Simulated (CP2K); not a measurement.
## Zn under changes of volume

One of the cells (15.169 Å³/atom); the others are scaled copies at fixed shape and fractional positions:

```
Zn
1.0
     2.77861    0.00000    0.00000
     1.38931    2.40635    0.00000
     1.38931    0.80212    2.26873
Zn
1
Direct
  0.00000 0.00000 0.00000
```

This isn't the form of Zn at room conditions, which is hcp.

```yaml
Program: CP2K 2026.2
Functional: PBE
Potentials_or_basis: POTENTIAL_UZH Zn GTH-PBE-q12; TZVP-MOLOPT-PBE-GTH basis
Density_cutoff: 6123 eV
k_mesh: 12 × 12 × 12
Occupations: fermi-dirac, width 0.05 eV
Spin: no spin polarisation
```

```csv
volume (Å³/atom),energy over the lowest point (meV/atom),pressure (GPa)
14.259,14.74,5.3
14.563,6.56,3.4
14.866,1.78,1.8
15.169,0.00,0.3
15.473,0.85,-1.0
15.776,4.02,-2.2
16.080,?,?
```

What does the run at 16.080 Å³/atom give?

Energy over the lowest point 6.15 meV/atom; pressure -3.1 GPa.

Worked out: A Birch-Murnaghan fit of order 3 (a polynomial in V^(-2/3)) to the other rows has its minimum at 15.22 Å³/atom with B0 = V·E''(V) = 68 GPa and B' = 5.3. It gives 9.26 meV/atom at 16.080 Å³/atom, against the run's 6.15, and -dE/dV = -3.3 GPa, against -3.1.

Energies are extrapolated to zero smearing.

Caveats: the basis of atomic orbitals isn't converged, which shifts pressures, moduli and gaps.
